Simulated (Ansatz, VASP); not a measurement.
**AlRu: VASP beside Ansatz**

```
Al Ru
1.0
     3.00418    0.00000    0.00000
     0.00000    3.00418    0.00000
     0.00000    0.00000    3.00418
Al Ru
1 1
Direct
  0.00000 0.00000 0.00000
  0.50000 0.50000 0.50000
```

Alike in both runs: functional PBE; k mesh 14 × 14 × 14; occupations gaussian, width 0.1 eV; no spin polarisation.

Ansatz relaxed the structure, and its values are those at the end. VASP's run is a single point on that final structure, the one shown.

```csv
,VASP,Ansatz
version,VASP 6.6.1,Ansatz 0.2.0
potentials or method,"VASP PAW PBE potentials, release 64 (Al, Ru_pv)","scalar-relativistic, plane waves, PAW"
plane-wave cutoff (eV),520,420
valence electrons in the cell,17,19
```

VASP gave:

```
gap on the k mesh at the Fermi level (eV) : none
pressure (GPa)                            : -0.1
```

Task: Estimate Ansatz's values.

Result: gap on the k mesh at the Fermi level (eV): none; pressure (GPa): 0.0.

A gap of «none» marks a metal or a gap that the smearing closes. The functional is the same, so the differences come from potentials, cutoffs and numerics. The two sets of potentials don't hold the same shells in valence.
